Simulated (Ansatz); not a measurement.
# Strain response of TiAl

All numbers below come from DFT PBEsol, scalar-relativistic, plane waves, PAW (Ansatz). Run with 420 eV cutoff, 18×18×14 k-mesh, Gaussian smearing of 0.10 eV, no spin polarisation.

Reference structure (relaxed):

```xyz
2
Lattice="2.7946 0.0000 0.0000 0.0000 2.7946 0.0000 0.0000 0.0000 4.0411" Properties=species:S:1:pos:R:3 pbc="T T T"
Ti    1.3973    1.3973    2.0206
Al    0.0000    0.0000    0.0000
```

Deformation: biaxial strain in the a-b plane, with the length and tilt of c and the atoms relaxed, all within the symmetry that the strain leaves. Energies are extrapolated to zero smearing.

| strain (%) | ΔE (meV/atom) | a (Å) | b (Å) | c (Å) |
| --- | --- | --- | --- | --- |
| -4.5 | 38.7 | 2.669 | 2.669 | 4.230 |
| -3.0 | 16.9 | 2.711 | 2.711 | 4.165 |
| -1.5 | 4.1 | 2.753 | 2.753 | 4.102 |
| +0.0 | 0.0 | 2.795 | 2.795 | 4.041 |
| +1.5 | 3.9 | 2.837 | 2.837 | 3.974 |
| +3.0 | 13.6 | 2.878 | 2.878 | 3.897 |
| +4.5 | 28.4 | 2.920 | 2.920 | 3.825 |

Task: What stiffness (1/V) d²E/dε² at zero strain does a cubic fit over all points give?

Result: A cubic fit gives (1/V) d²E/dε² = 335 GPa at zero strain (twice the biaxial modulus).

Task: How does the free axis c answer a small strain?

Result: Between the innermost points its strain is -1.06 times the applied one.